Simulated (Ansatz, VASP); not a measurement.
Two plane-wave programs on KCl

Contents of INCAR:

```
PREC = Accurate ; ENCUT = 520
EDIFF = 1E-6 ; ISMEAR = 0
SIGMA = 0.05 ; LREAL = F
LASPH = T ; NELM = 100
ALGO = Normal ; ISIF = 2
LWAVE = F ; LCHARG = F
GGA = PE ; NBANDS = 15
```

KPOINTS

```
regular mesh
0
Gamma
  6 6 6
```

File POSCAR:

```
KCl
1.0
    0.0000000000      3.1087585000      3.1561000000
    3.2034415000      0.0000000000      3.1561000000
    3.2034415000      3.1087585000      0.0000000000
K Cl
1 1
Direct
    0.0000000000      0.0000000000      0.0000000000
    0.5000000000      0.5000000000      0.5000000000
```

Input for Ansatz:

```yaml
crystal:
  lattice:
    - [0.0, 3.1087585, 3.1561]
    - [3.2034415, 0.0, 3.1561]
    - [3.2034415, 3.1087585, 0.0]
  atoms:
    - { symbol: K, position: [0.0, 0.0, 0.0] }
    - { symbol: Cl, position: [0.5, 0.5, 0.5] }
basis:
  ecutwfc: 420
kpoints:
  mp_grid: { grid: [6, 6, 6] }
hamiltonian:
  xc: pbe
scf:
  occupations: { method: gaussian, width: 0.05 }
output:
  forces: true
  stress: true
  eigenvalues: true
```

Change from the starting cell: strain +0.0150 x Voigt [1, -1, 0, 0, 0, 0], atoms carried along.

Alike in both runs: task single point; functional PBE; k mesh 6 × 6 × 6; occupations gaussian, width 0.05 eV; no spin polarisation.

```csv
,VASP,Ansatz
version,VASP 6.6.1,Ansatz 0.2.0
potentials or method,"VASP PAW PBE potentials, release 64 (K_sv, Cl)","scalar-relativistic, plane waves, PAW"
plane-wave cutoff (eV),520,420
valence electrons in the cell,16,16
```

|  | VASP | Ansatz | Ansatz less VASP |
| --- | --- | --- | --- |
| gap on the k mesh at the Fermi level (eV) | 5.14 | 5.15 | +0.002 |
| least direct gap on the mesh (eV) | 5.14 | 5.15 | +0.002 |
| pressure (GPa) | 0.6 | 0.6 | -0.03 |
| largest component of the traceless stress (GPa) | 0.57 | 0.56 | -0.011 |
